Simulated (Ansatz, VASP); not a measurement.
**One calculation of Si, two programs**

```
CELL_PARAMETERS angstrom
0.00000 2.72185 2.72185
2.72185 0.00000 2.72185
2.72185 2.72185 0.00000
ATOMIC_POSITIONS crystal
Si 0.50000 0.50000 0.50000
Si 0.75000 0.75000 0.75000
```

Alike in both runs: task relaxation of cell and atoms; functional revPBE; dispersion D4; k mesh 8 × 8 × 8; occupations fermi-dirac, width 0.05 eV; no spin polarisation.

```csv
,VASP,Ansatz
version,VASP 6.6.1,Ansatz 0.2.0
potentials or method,"VASP PAW PBE potentials, release 64 (Si)",Ansatz PAW
plane-wave cutoff (eV),600,420
valence electrons in the cell,8,8
```

```tsv
	VASP	Ansatz	Ansatz less VASP
relaxed volume (Å³/atom)	19.58	19.62	+0.038
relaxed cell length with the largest relative difference (Å)	3.812	3.814	+0.0024
energy change over the relaxation (meV/atom)	-5	-4	+0.7
```

Caveats: the PAW data sets were made with another functional, which shifts forces and pressure a little (VASP); the plane-wave basis is chosen anew once the cell has moved, so the energies of steps on either side of that aren't comparable (Ansatz); the PAW data sets come from PBE, with cores solved anew for the run's functional, which leaves a small shift of forces and pressure (Ansatz). A k mesh can miss the band edges.
